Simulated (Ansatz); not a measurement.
## RbCl in the rocksalt structure: what the numbers say

**The experiment.** The Crystallography Open Database holds a cell as deposited of cubic RbCl (space group Fm-3m), temperature not stated (1969, doi:10.1177/000271625731300103): a = 6.579 Å, 35.59 Å³/atom.

The computed numbers are results of r²SCAN, scalar-relativistic (no spin polarisation) in the plane-wave PAW code Ansatz at 500 eV, 6×6×6 k-mesh, Gaussian smearing of 0.05 eV; PAW files: Ansatz's generated set soft_2.

The start was a prototype's sites filled with these elements; the Crystallography Open Database holds the compound in this structure.

The relaxed structure (symmetry read at 0.01 Å). It takes space group Fm-3m (No. 225, cubic). The conventional cell has a = 6.614 Å, b = 6.614 Å, c = 6.614 Å, α = 90.00°, β = 90.00°, γ = 90.00°. Rb (site symmetry m-3m) is surrounded by 6 Cl at 3.31 Å. Around Cl (site symmetry m-3m) lie 6 Rb at 3.31 Å. (Shells end 15 % past the nearest neighbour.)

Problem. Should it be a metal or an insulator?

Solution. Formal charges Rb⁺, Cl⁻ balance and leave closed shells on every ion, so a band insulator is expected, and the gap is 5.55 eV.

Problem. What kind of gap is it?

Solution. It is direct, 5.55 eV. Within 0.6 eV of the edges the projected states are 98 % Cl 3p at the top of the valence band and 82 % Rb 5s at the bottom of the conduction band. The lowest excitation takes an electron from Cl back to Rb, as in ionic insulators.

Problem. What fixes the bond lengths?

Solution. Shannon's ionic radii give a check on the bond lengths: Rb⁺ with 6 neighbours 1.52 Å + Cl⁻ 1.81 Å = 3.33 Å against a computed mean of 3.31 Å. Sums and bonds agree within 3 %, so ion sizes set the bond lengths.

Problem. How ionic is it?

Solution. Bader charges against formal ones: Rb +0.86 (+1), Cl −0.86 (−1). The cations give up 86 % of the formal charge; Bader charges stay under formal ones because the anions' density reaches into the cations' basins, though a share this high marks a strongly ionic bond.

Problem. How stiff is it, in energy terms?

Solution. B0·V0 = 16.7 GPa × 36.18 Å³ = 3.77 eV/atom sets the scale: near the minimum ΔE ≈ ½ B0 V0 x², with x = V/V0 − 1, and a pressure of 0.17 GPa squeezes the volume by about 1 %. At the ends of the curve: x = −4.0 % predicts 3.1 meV/atom and the run gives 3.4; x = +7.0 % predicts 9.1 meV/atom and the run gives 8.0. The lopsidedness is anharmonic: atoms resist being pushed together more than being pulled apart.

Problem. Which Debye temperature follows from the elastic moduli?

Solution. K = 16.7 GPa and G = 8.3 GPa (Hill). With a density of 2.776 g/cm³ (mean mass 60.5 u, 36.16 Å³/atom), K = 16.75 and G = 8.33 GPa from the unrounded constants, v_l = √((K + 4G/3)/ρ) = 3170 m/s and v_t = √(G/ρ) = 1730 m/s. The mean [(1/v_l³ + 2/v_t³)/3]^(−1/3) is 1930 m/s, and θ_D = (ħ/k_B)(6π²/V)^(1/3) v_m ≈ 170 K, with V the volume an atom.

All results together:

- Volume: 36.16 Å³/atom
- Band gap: 5.55 eV
- Smallest direct gap: 5.55 eV
- Bader charges: Rb 0.86; Cl -0.86 e
- Formation energy from the elements (0 K, uncorrected): -2.23 eV/atom
- Bulk modulus (Birch–Murnaghan): 16.7 GPa
- Pressure derivative B0′: 5.1
- Shear modulus (Hill): 8.3 GPa
- Young's modulus: 21 GPa
- Poisson's ratio: 0.29
- Elastically stable: yes

**Against experiment.** r²SCAN gives 6.614 Å and 36.16 Å³/atom, +1.6 % in volume (+0.5 % in length) from the database's cell. The static lattice lacks zero-point motion and thermal expansion, roughly 2.1 to 5.1 % in volume at 300 K (room temperature assumed) by Grüneisen's rule, γ·3k_BT/(B0·V0) with γ of 1 to 2.5, so this level's own overestimate is larger than the figure, nearer 4 to 7 %.

Semilocal functionals underestimate band gaps, commonly by a third or more.
